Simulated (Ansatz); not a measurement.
Bi, DFT, PBE, all-electron LAPW, scalar-relativistic (Ansatz 0.2.0), run on 1 thread of Intel(R) Xeon(R) Platinum 8375C CPU @ 2.90GHz (Ice Lake) on a shared host.

The structure is an experimental refinement, used without relaxation. The listed cell was then made from it by scaling, straining or moving an atom.

Command: `ansatz run input.yaml --threads 1 --pin off --max-ram 3072MiB --backend cpu --events-out ev --progress --plain --runs-dir out`

```yaml
crystal:
  lattice:
    - [3.33628, -3.0554, 0.0]
    - [3.33628, 3.0554, 0.0]
    - [-1.15098, 0.0, 3.0001227]
  atoms:
    - { symbol: Bi, position: [0.2518, 0.2518, 0.149] }
    - { symbol: Bi, position: [0.7482, 0.7482, 0.851] }
kpoints:
  mp_grid: { grid: [8, 8, 11] }
  band_path:
    path:
      - [0.0, 0.0, 0.0]
      - [-0.4905380905, 0.4905380905, 0.0]
      - [-0.5094619095, -0.4905380905, 0.0]
      - [-0.5, -0.5, 0.0]
      - [0.0, 0.0, 0.0]
      - [-0.5, -0.5, 0.5]
      - [-0.6883714103, -0.3116285897, 0.5]
      - [-0.3116285897, 0.3116285897, 0.5]
      - [0.0, 0.0, 0.5]
    npoints: 5
scf:
  occupations: { method: fermi_dirac, width: 0.05 }
hamiltonian:
  xc: pbe
  pseudopotentials: { kind: all_electron, lapw: { basis_error: 0.00025 } }
output:
  forces: true
  stress: true
  eigenvalues: true
```

**Question.** How large is the problem that the program sets up?

**Answer.** 201 irreducible k-points, 481 plane waves at Γ, 45 bands.

**Question.** About how long does it take, and how much memory does it use?

**Answer.** 110 s of wall time for 7 SCF iterations, with a peak of 0.93 GiB. Times on shared machines scatter by tens of per cent.
